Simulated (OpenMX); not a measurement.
## TiSi2 under changes of volume

One of the cells (13.981 Å³/atom); the others are scaled copies at fixed shape and fractional positions:

```
Ti Si
1.0
     0.00000    4.11752    4.26290
     2.38951    0.00000    4.26290
     2.38951    4.11752    0.00000
Ti Si
2 4
Cartesian
  3.5843 6.1763 6.3943
  2.3895 4.1175 4.2629
  1.1948 3.3975 2.1314
  1.1948 0.7200 2.1314
  2.3895 1.3387 4.2629
  2.3895 6.8963 4.2629
```

The cell is a database's computed one.

```yaml
Program: OpenMX 3.8.5
Functional: LDA
Potentials_or_basis: OpenMX 2013 LDA set, Ti7.0-s3p2d2, Si7.0-s2p2d1, fixed grid of 45 × 45 × 45 points
k_mesh: 7 × 7 × 7
Occupations: fermi-dirac, width 0.05 eV
Spin: no spin polarisation
```

| volume (Å³/atom) | energy over the lowest point (meV/atom) | largest force (eV/Å) |
| --- | --- | --- |
| 13.142 | ? | ? |
| 13.421 | 0.00 | 0.055 |
| 13.701 | 0.36 | 0.042 |
| 13.981 | 6.07 | 0.032 |
| 14.260 | 16.58 | 0.023 |
| 14.540 | 31.37 | 0.015 |
| 14.820 | 50.00 | 0.009 |

Q: What does the run at 13.142 Å³/atom give?

A: Energy over the lowest point 5.63 meV/atom; largest force 0.070 eV/Å.

Worked out: A Birch-Murnaghan fit of order 3 (a polynomial in V^(-2/3)) to the other rows has its minimum at 13.54 Å³/atom with B0 = V·E''(V) = 159 GPa and B' = 4.5 at fixed shape and positions, which overstates the stiffness. It gives 5.65 meV/atom at 13.142 Å³/atom, against the run's 5.63.

Energies are extrapolated to zero smearing.

Caveats: the basis of atomic orbitals isn't converged, which shifts pressures, moduli and gaps.
